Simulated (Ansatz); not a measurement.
NaCl:

```
Cl Na
1.0
     3.50219    0.00000    0.00000
     0.00000    3.50219    0.00000
     0.00000    0.00000    3.50219
Cl Na
1 1
Cartesian
  1.7511 1.7511 1.7511
  0.0000 0.0000 0.0000
```

Measurements of this composition are mostly on another form, of space group No. 225.

Base run:

```yaml
Program: Ansatz 0.2.0
Functional: PBEsol
Potentials_or_basis: Ansatz PAW
Cutoff: "420 eV (not typed: the program's choice for these potentials)"
k_mesh: 8 × 8 × 8
Occupations: fermi-dirac, width 0.05 eV
Spin: no spin polarisation
```

Its results: band gap on the k mesh 3.84 eV, indirect (least direct gap 4.34 eV); pressure -1.2 GPa.

Q: After a change of settings the same cell gave: band gap on the k mesh 3.60 eV, indirect (least direct gap 4.11 eV); pressure -3.1 GPa. Which change was it?
A. functional from PBEsol to HF; k mesh from 8 × 8 × 8 to 4 × 4 × 4
B. functional from PBEsol to LDA
C. functional from PBEsol to r2SCAN50; cutoff from 420 eV (not typed: the program's choice for these potentials) to 500 eV (not typed: the program's choice for these potentials); k mesh from 8 × 8 × 8 to 4 × 4 × 4
D. functional from PBEsol to PBEsol0; k mesh from 8 × 8 × 8 to 4 × 4 × 4

A: B.

LDA binds more tightly than PBEsol, so the same cell stands under less pressure.

Caveats: the PAW data sets come from PBE, with cores solved anew for the run's functional, which leaves a small shift of forces and pressure.

Runs at the PBE level aren't shown here.
